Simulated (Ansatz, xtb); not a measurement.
**Relative energy of two isomers of C2H6O2**

We compare a, `COCO`, a singlet, with b, `OCCO`, a singlet. Both are isolated molecules in the gas phase, relaxed with B3LYP-D3(BJ)/def2-SVP; each stands in its lowest conformer found.

Quicker runs give these differences E(b) − E(a): GFN2-xTB +0.200 eV; HF/STO-3G +0.305 eV (at GFN2-xTB geometries); r2SCAN-D4/def2-SVP −0.062 eV (at GFN2-xTB geometries).

**Question.** Estimate which is lower in electronic energy at CCSD(T)/def2-TZVP, and by roughly how much.

**Answer.** The CCSD(T)/def2-TZVP calculation puts structure b lower, by 0.120 eV.

The same difference at several levels:

```json
{"level": "GFN2-xTB", "geometry": "GFN2-xTB", "E(b) − E(a) (eV)": "+0.200", "departure from the last row (eV)": "+0.320", "job, with rough time for the two": "optimisation, 0.058 s"}
{"level": "HF/STO-3G", "geometry": "GFN2-xTB", "E(b) − E(a) (eV)": "+0.305", "departure from the last row (eV)": "+0.425", "job, with rough time for the two": "single point, 0.12 s"}
{"level": "r2SCAN-D4/def2-SVP", "geometry": "GFN2-xTB", "E(b) − E(a) (eV)": "−0.062", "departure from the last row (eV)": "+0.058", "job, with rough time for the two": "single point, 0.88 s"}
{"level": "B3LYP-D3(BJ)/def2-SVP", "geometry": "B3LYP-D3(BJ)/def2-SVP", "E(b) − E(a) (eV)": "−0.056", "departure from the last row (eV)": "+0.064", "job, with rough time for the two": "optimisation, 9 s"}
{"level": "HF/def2-TZVP", "geometry": "B3LYP-D3(BJ)/def2-SVP", "E(b) − E(a) (eV)": "−0.081", "departure from the last row (eV)": "+0.039", "job, with rough time for the two": "part of the CCSD(T) run"}
{"level": "MP2/def2-TZVP", "geometry": "B3LYP-D3(BJ)/def2-SVP", "E(b) − E(a) (eV)": "−0.152", "departure from the last row (eV)": "−0.032", "job, with rough time for the two": "part of the CCSD(T) run"}
{"level": "CCSD(T)/def2-TZVP", "geometry": "B3LYP-D3(BJ)/def2-SVP", "E(b) − E(a) (eV)": "−0.120", "departure from the last row (eV)": "", "job, with rough time for the two": "single point, 28 s"}
```

As drawn, b has 1 C–C, 1 O–H in place of 1 C–O, 1 C–H.

GFN2-xTB, HF/STO-3G put the two in the other order. The largest departure from CCSD(T)/def2-TZVP is that of HF/STO-3G, 0.425 eV.

With harmonic frequencies from B3LYP-D3(BJ)/def2-SVP (ideal gas, rigid rotor, one conformer each, 400 K, 1 atm): the zero-point term adds +0.008 eV; ΔH is −0.112 and ΔG −0.103 eV.

The correlated steps freeze 4 core orbitals. Codes used: Ansatz 0.2.0, xtb 6.7.1; the last row on 2 threads of AMD EPYC 9R45 96-Core Processor (Zen 5) on a shared host.
